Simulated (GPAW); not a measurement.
Runs of GPAW 26.7.0 on Ir. It takes space group P6_3/mmc (No. 194, hexagonal). The conventional cell has a = 2.751 Å, b = 2.751 Å, c = 4.462 Å, α = 90.00°, β = 90.00°, γ = 120.00°. Around Ir (site symmetry -6m2) lie 12 Ir at 2.74 to 2.75 Å. This isn't the form of Ir at room conditions, which is fcc.

```tsv
level	potentials or basis	eigensolver	pressure (GPa)
RPBE	the program's PAW data sets (release 1.2.1) made for this functional, pw	-	(b)
LDA	the program's PAW data sets (release 1.2.1) made for this functional, pw	-	-19.6
PBEsol	PAW data sets generated in the run's folder for this functional, pw	-	(a)
BLYP	PAW data sets generated in the run's folder for this functional, pw	davidson	13.2
revPBE	the program's PAW data sets (release 1.2.1) made for this functional, pw	-	0.9
```

Alike in all rows: task band structure; no spin polarisation; cell as given; k mesh 11 × 11 × 6; cutoff (eV) 600; smearing fermi-dirac 0.05 eV.

Task: Estimate the missing entries.

Result: (a) -13.4; (b) 2.2.

Runs at the PBE level aren't shown here.
